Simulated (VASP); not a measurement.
# BP in VASP: single point with r2SCAN

Aim: the single point of BP with r2SCAN.

Program: VASP 6.6.1. These are calculated values, not measurements. Logs are shortened: lines on timing, memory, paths and dates and some standing lists are left out, and cuts for length are marked.

### 1 The cell of the first run

The cell holds a slab with vacuum, 6 atoms: a = 3.208 Å, b = 3.208 Å, c = 22.893 Å, α = 90.00°, β = 90.00°, γ = 120.00°.

### 2 Single point, r2SCAN (clean slab, lower half held)

File POSCAR:

```
BP
1.0
    3.2078136971      0.0000000000      0.0000000000
   -1.6039068485      2.7780481523      0.0000000000
    0.0000000000      0.0000000000     22.8931300608
P B
3 3
Direct
    0.0000000000      0.0000000000      0.3712904254
    0.3333333333      0.6666666667      0.4856989362
    0.6666666667      0.3333333333      0.6055430511
    0.3333333333      0.6666666667      0.3998925531
    0.6666666667      0.3333333333      0.5124247642
    0.0000000000      0.0000000000      0.6210412201
```

File INCAR.step1:

```
PREC = Accurate
ENCUT = 520
ISMEAR = 0
SIGMA = 0.05
LREAL = F
LASPH = T
NELM = 100
LDIPOL = T
IDIPOL = 3
DIPOL = 0.5 0.5 0.499
NBANDS = 21
GGA = PE
ALGO = Normal
EDIFF = 1E-4
LWAVE = T
LCHARG = F
```

File INCAR.step2:

```
PREC = Accurate
ENCUT = 520
EDIFF = 1E-6
ISMEAR = 0
SIGMA = 0.05
LREAL = F
LASPH = T
NELM = 100
ALGO = Normal
ISIF = 2
LWAVE = F
LCHARG = F
LDIPOL = T
IDIPOL = 3
DIPOL = 0.5 0.5 0.499
METAGGA = R2SCAN
LMIXTAU = T
NBANDS = 21
ISTART = 1
```

File KPOINTS:

```
Automatic mesh
0
Gamma
  9 9 1
```

Potentials or basis: VASP PAW PBE potentials, release 64 (P, B).

Started as:

```bash
$ cat potpaw_PBE.64/P/POTCAR potpaw_PBE.64/B/POTCAR > POTCAR
$ cp INCAR.step1 INCAR
$ mpirun -np 1 vasp_std > vasp.out
$ cp INCAR.step2 INCAR
$ mpirun -np 1 vasp_std > vasp.out
```

OUTCAR:

```text
PREC = Accurate
   ENCUT = 520
   EDIFF = 1E-6
   ISMEAR = 0
   LREAL = F
   LASPH = T
   NELM = 100
   ISIF = 2
   METAGGA = R2SCAN
   ISTART = 1

 ion  position               nearest neighbor table
   1  0.000  0.000  0.371-   4 1.96   4 1.96   4 1.96
   2  0.333  0.667  0.486-   5 1.95   5 1.95   5 1.95   4 1.96
   3  0.667  0.333  0.606-   6 1.89   6 1.89   6 1.89   5 2.13
   4  0.333  0.667  0.400-   1 1.96   1 1.96   1 1.96   2 1.96
   5  0.667  0.333  0.512-   2 1.95   2 1.95   2 1.95   3 2.13
   6  0.000  0.000  0.621-   3 1.89   3 1.89   3 1.89

  LATTYP: Found a hexagonal cell.
 ALAT       =     3.2078136971
 C/A-ratio  =     7.1366769465

  Lattice vectors:

 A1 = (   3.2078136971,   0.0000000000,   0.0000000000)
 A2 = (  -1.6039068485,   2.7780481523,   0.0000000000)
 A3 = (   0.0000000000,   0.0000000000,  22.8931300608)

Analysis of symmetry for initial positions (statically):
=====================================================================
 Subroutine PRICEL returns:
 Original cell was already a primitive cell.

 Routine SETGRP: Setting up the symmetry group for a
 hexagonal supercell.

 Subroutine GETGRP returns: Found  6 space group operations
 (whereof  6 operations were pure point group operations)
 out of a pool of 24 trial point group operations.

The static configuration has the point symmetry C_3v.

Analysis of symmetry for dynamics (positions and initial velocities):
=====================================================================
 Subroutine PRICEL returns:
 Original cell was already a primitive cell.

 Routine SETGRP: Setting up the symmetry group for a
 hexagonal supercell.

 Subroutine GETGRP returns: Found  6 space group operations
 (whereof  6 operations were pure point group operations)
 out of a pool of 24 trial point group operations.

The dynamic configuration has the point symmetry C_3v.

 Subroutine INISYM returns: Found  6 space group operations
 (whereof  6 operations are pure point group operations),
 and found     1 'primitive' translations

----------------------------------------------------------------------------------------

                                     Primitive cell

  volume of cell :     204.0112

  direct lattice vectors                    reciprocal lattice vectors
[... 91 lines left out ...]
   TEBEG  =    0.0;   TEEND  =   0.0 temperature during run
   PSTRESS=    0.0 pullay stress
   NELECT =      24.0000    total number of electrons
   NUPDOWN=      -1.0000    fix difference up-down
   EMIN   =  10.00;   EMAX   =-10.00  energy-range for DOS
   EFERMI =   0.00;   METHOD = LEGACY
   ISMEAR =     0;   SIGMA  =   0.05  broadening in eV -4-tet -1-fermi 0-gaus
   EFERMI_NEDOS =   21; number of points for ismear=-14 and -15
   IALGO  =     38    algorithm
   IMIX   =      4    mixing-type and parameters
     AMIX     =   0.40;   BMIX     =  1.00
     AMIX_MAG =   1.60;   BMIX_MAG =  1.00
  volume/ion in A,a.u.               =      34.00       229.46
  Fermi-wavevector in a.u.,A,eV,Ry     =   0.802159  1.515861  8.754796  0.643459
  Thomas-Fermi vector in A             =   1.909784
   LORBIT       =      0    0 simple, 1 ext, 2 COOP (PROOUT), +10 PAW based schemes
   METAGGA = R2SCAN    functional components
   LHFCALC =     F    Hartree Fock is set to
   AEXX    =    0.0000 exact exchange contribution
   IVDW    =     0    specifies the selected vdW correction
   LEPSILON=     F    determine dielectric tensor
   LRPA    =     F    only Hartree local field effects (RPA)
 non-spin polarized calculation
 Gauss-broadening in eV      SIGMA  =   0.05
  energy-cutoff  :      520.00
  volume of cell :      204.01
 maximum number of plane-waves:      5556
 NGX is ok and might be reduce to    24
   NGX = 11   NGY = 11   NGZ = 85

 dipolmoment           0.000000      0.000000      0.067783 electrons x Angstroem

 number of electron      24.0000000 magnetization

 dipolmoment           0.000000      0.000000     -0.095157 electrons x Angstroem

 Free energy of the ion-electron system (eV)
  ---------------------------------------------------
  ext. energy  EPLUGINS =         0.00000000
  ---------------------------------------------------
  free energy    TOTEN  =       -49.07741725 eV

  energy without entropy =      -49.07447097  energy(sigma->0) =      -49.07594411

 E-fermi :  -0.8975     XC(G=0):  -4.5806

 val. band max:       -0.9852793693   @ k =   0.2222   0.1111   0.0000
 cond. band min:      -0.8712220515   @ k =   0.4444   0.1111   0.0000
 fundamental gap:      0.1140573178
 Fermi energy:        -0.8974659561

 k-point     1 :       0.0000    0.0000    0.0000
  band No.  band energies     occupation
      1     -17.1750      2.00000
      2     -15.8975      2.00000
      3     -13.9397      2.00000
      4      -8.9058      2.00000
      5      -5.8411      2.00000
      6      -3.5930      2.00000
[... 277 lines left out ...]
     20       7.5016      0.00000
     21       7.8951      0.00000

------------------------ aborting loop because EDIFF is reached ----------------------------------------

 vacuum level on the upper side and lower side of the slab       (xc-potential included)        -0.948         0.941

  FORCE on cell =-STRESS in cart. coord.  units (eV):
  Direction    XX          YY          ZZ          XY          YZ          ZX
  --------------------------------------------------------------------------------------
  -------------------------------------------------------------------------------------
  Total       -1.2325877     -1.2325877      0.6207937     -0.0000000      0.0000000      0.0000000
  in kB       -9.6799771     -9.6799771      4.8753277     -0.0000000      0.0000000      0.0000000
  external PRESSURE =      -4.8282089 kB  Pullay stress =       0.0000000 kB

 VOLUME and BASIS-vectors are now :
 -----------------------------------------------------------------------------
  energy-cutoff  :      520.00
  volume of cell :      204.01
      direct lattice vectors                 reciprocal lattice vectors
     3.207813697  0.000000000  0.000000000     0.311738802  0.179982481  0.000000000
    -1.603906849  2.778048152  0.000000000     0.000000000  0.359964963  0.000000000
     0.000000000  0.000000000 22.893130061     0.000000000  0.000000000  0.043681227

 POSITION                                       TOTAL-FORCE (eV/Angst)
 -----------------------------------------------------------------------------------
      0.00000      0.00000      8.50000        -0.000000      0.000000      0.472389
     -0.00000      1.85203     11.11917        -0.000000      0.000000      0.567713
      1.60391      0.92602     13.86278         0.000000      0.000000     -0.004913
     -0.00000      1.85203      9.15479         0.000000     -0.000000     -1.001491
      1.60391      0.92602     11.73101         0.000000     -0.000000     -0.017639
      0.00000      0.00000     14.21758        -0.000000      0.000000     -0.016060
 -----------------------------------------------------------------------------------
    total drift:                                0.000002     -0.000001      0.000306

  FREE ENERGIE OF THE ION-ELECTRON SYSTEM (eV)
  ---------------------------------------------------
  free  energy   TOTEN  =       -49.0774172546 eV

  energy  without entropy=      -49.0744709736  energy(sigma->0) =      -49.07594411

 vacuum level on the upper side and lower side of the slab         3.411         5.343
```

OSZICAR.step1:

```text
N       E                     dE             d eps       ncg     rms          rms(c)
DAV:   1     0.134219306022E+03    0.13422E+03   -0.89238E+03   504   0.880E+02
DAV:   2    -0.254361546833E+02   -0.15966E+03   -0.15487E+03   735   0.172E+02
DAV:   3    -0.380323040604E+02   -0.12596E+02   -0.12351E+02   617   0.540E+01
[... 13 lines left out ...]
DAV:  17    -0.361843683983E+02   -0.11985E-02   -0.10302E-02   646   0.199E-01    0.226E-01
DAV:  18    -0.361831829739E+02    0.11854E-02   -0.57525E-03   643   0.166E-01    0.626E-02
DAV:  19    -0.361832959327E+02   -0.11296E-03   -0.29071E-03   640   0.124E-01    0.640E-02
DAV:  20    -0.361834860710E+02   -0.19014E-03   -0.17775E-04   450   0.639E-02    0.796E-02
DAV:  21    -0.361835081064E+02   -0.22035E-04   -0.38716E-05   486   0.275E-02
   1 F= -.36183508E+02 E0= -.36181913E+02  d E =-.319025E-02
```

It took 6.7 min on 1 thread of Intel Xeon Platinum 8488C (Sapphire Rapids), shared host; peak memory 0.35 GiB.

What came out:

```
Free energy            : -49.0774 eV
Largest force          : 1.001 eV/Å
Band gap on the k mesh : none (metal or under the smearing width)
```

Forces on the atoms (eV/Å):
```
P    0.000  0.000  0.472
P    0.000  0.000  0.568
P    0.000  0.000 -0.005
B    0.000  0.000 -1.001
B    0.000  0.000 -0.018
B    0.000  0.000 -0.016
```

Levels at points of the mesh, in eV from the Fermi level:
```
           k point  band 8  band 9  band 10  band 11  band 12  band 13  band 14  band 15  band 16  band 17
(0.00, 0.00, 0.00)   -1.44   -1.44    -0.82     0.03     0.03     1.51     3.78     3.78     3.93     4.10
```

Caveat: the PAW data sets were made with another functional, which shifts forces and pressure a little.
